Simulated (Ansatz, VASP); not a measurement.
**Two plane-wave programs on CaS (Oldhamite)**

```
Ca S
1.0
     0.00000    2.88431    2.88431
     2.88431    0.00000    2.88431
     2.88431    2.88431    0.00000
Ca S
1 1
Cartesian
  0.0000 0.0000 0.0000
  2.8843 2.8843 2.8843
```

Alike in both runs: task single point; functional PBE; k mesh 8 × 8 × 8; occupations gaussian, width 0.02 eV; no spin polarisation.

|  | VASP | Ansatz |
| --- | --- | --- |
| version | VASP 6.6.1 | Ansatz 0.2.0 |
| potentials or method | VASP PAW PBE potentials, release 64 (Ca_sv, S) | scalar-relativistic, plane waves, PAW |
| plane-wave cutoff (eV) | 520 | 420 |
| valence electrons in the cell | 16 | 16 |

```csv
,VASP,Ansatz,Ansatz less VASP
gap on the k mesh at the Fermi level (eV),2.44,2.44,+0.005
least direct gap on the mesh (eV),3.22,3.22,+0.005
pressure (GPa),-1.5,-1.6,-0.11
```

A k mesh can miss the band edges.
